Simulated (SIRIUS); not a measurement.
Zr:

```
Zr
1.0
     3.23200    0.00000    0.00000
    -1.61600    2.79899    0.00000
     0.00000    0.00000    5.14700
Zr
2
Direct
  0.66667 0.33333 0.75000
  0.33333 0.66667 0.25000
```

Base run:

```yaml
Program: SIRIUS 7.12.0
Functional: RPBE
Potentials_or_basis: PseudoDojo 0.4.1 PBE standard (scalar relativistic)
Cutoff: 915 eV
Density_cutoff: 3659 eV
k_mesh: 9 × 9 × 5
Occupations: fermi-dirac, width 0.05 eV
Spin: no spin polarisation
```

Its results: band gap on the k mesh none (metal or under the smearing width); pressure 2.8 GPa.

Q: After a change of settings the same cell gave: band gap on the k mesh none (metal or under the smearing width); pressure -2.6 GPa. Which change was it?
A. functional from RPBE to HTBS; libxc names from ["XC_GGA_X_RPBE", "XC_GGA_C_PBE"] to ["XC_GGA_X_HTBS", "XC_GGA_C_PBE"]
B. functional from RPBE to revPBE; libxc names from ["XC_GGA_X_RPBE", "XC_GGA_C_PBE"] to ["XC_GGA_X_PBE_R", "XC_GGA_C_PBE"]
C. functional from RPBE to BLYP; libxc names from ["XC_GGA_X_RPBE", "XC_GGA_C_PBE"] to ["XC_GGA_X_B88", "XC_GGA_C_LYP"]
D. functional from RPBE to LDA; libxc names from ["XC_GGA_X_RPBE", "XC_GGA_C_PBE"] to ["XC_LDA_X", "XC_LDA_C_PW"]

A: A.

Caveats: the potentials were made for another functional, which shifts forces and pressure.

Runs at the PBE level aren't shown here.
